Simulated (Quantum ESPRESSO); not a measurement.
Crystal: WC.

```
CELL_PARAMETERS angstrom
0.00000 2.19268 2.19268
2.19268 0.00000 2.19268
2.19268 2.19268 0.00000
ATOMIC_POSITIONS crystal
W 0.00000 0.00000 0.00000
C 0.50000 0.50000 0.50000
```

Measurements of this composition are mostly on another form, of space group No. 187.

Base run:

| Property | Result |
| --- | --- |
| Program | Quantum ESPRESSO 7.5 |
| Functional | PBEsol |
| Potentials or basis | GBRV 1.5 PBEsol |
| Cutoff | 762 eV |
| Density cutoff | 6095 eV |
| k mesh | 10 × 10 × 10 |
| Occupations | fermi-dirac, width 0.05 eV |
| Spin | no spin polarisation |
| Hubbard terms | W d U = 3 eV |

Its results: band gap on the k mesh none (metal or under the smearing width); pressure -8.9 GPa.

**Question.** The run is repeated on the same cell with these changes: hubbard terms from W d U = 3 eV to W d U = 6 eV. What comes out?

**Answer.** Band gap on the k mesh none (metal or under the smearing width); pressure -8.1 GPa.

Caveats: U without spin polarisation on a metal has little footing; the U is typed as a test and isn't derived for this compound.
